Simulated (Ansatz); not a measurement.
# Yb: equation of state with LDA

Yb:

```
Yb
1.0
    -2.15148    2.15148    2.15148
     2.15148   -2.15148    2.15148
     2.15148    2.15148   -2.15148
Yb
1
Direct
  0.00000 0.00000 0.00000
```

This isn't the form of Yb at room conditions, which is fcc.

```yaml
Program: Ansatz 0.2.0
Task: equation of state
Functional: LDA
Potentials_or_basis: Ansatz PAW
Cutoff: 420 eV
Density_cutoff: 1680 eV
k_mesh: 9 × 9 × 9
Occupations: fermi-dirac, width 0.05 eV
Spin: collinear spin, ferromagnetic start
Starting_moments: "[1.0] μB"
```

```yaml
Equilibrium_volume: outside the volumes run
```

Energy against volume, from the lowest point:
```tsv
volume (Å³/atom)	energy (meV/atom)
37.446	0.00
38.242	21.33
39.039	43.41
39.836	66.13
40.633	89.41
41.429	113.13
42.226	137.25
```

All runs of the series together: 21 s on 2 threads of Arm Neoverse V1 (shared host).

 The state reached can hang on the start; a lower one may exist.
